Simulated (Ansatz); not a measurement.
Runs of Ansatz 0.2.0 on Ni. Symmetry: P6_3/mmc, No. 194, hexagonal system. The conventional cell has a = 2.448 Å, b = 2.448 Å, c = 4.073 Å, α = 90.00°, β = 90.00°, γ = 120.00°. Ni (site symmetry -6m2) is surrounded by 12 Ni at 2.45 to 2.48 Å. This isn't the form of Ni at room conditions, which is fcc.

| spin | k mesh | gap on the mesh (eV) | pressure (GPa) | moment (μB) |
| --- | --- | --- | --- | --- |
| collinear, random start | 12 × 12 × 7 | none | 7.3 | 1.30 |
| non-collinear, random start | 9 × 9 × 5 | none | 6.7 | 1.09 |
| collinear, ferromagnetic start | 12 × 12 × 7 | none | 7.3 | 1.30 |
| collinear, antiferromagnetic start | 12 × 12 × 7 | none | 7.3 | 1.30 |
| off | 12 × 12 × 7 | none | (a) | - |
| collinear, ferrimagnetic start | 12 × 12 × 7 | none | 7.3 | 1.30 |

Alike in all rows: task single point; level PBE; potentials or basis Ansatz PAW; cell as given; cutoff (eV) 420; smearing fermi-dirac 0.05 eV.

**Question.** Fill in the values left out.

**Answer.** (a) 6.0.

Caveats: the starting moments weren't kept (some runs).

A gap of «none» marks a metal or a gap under the smearing width.
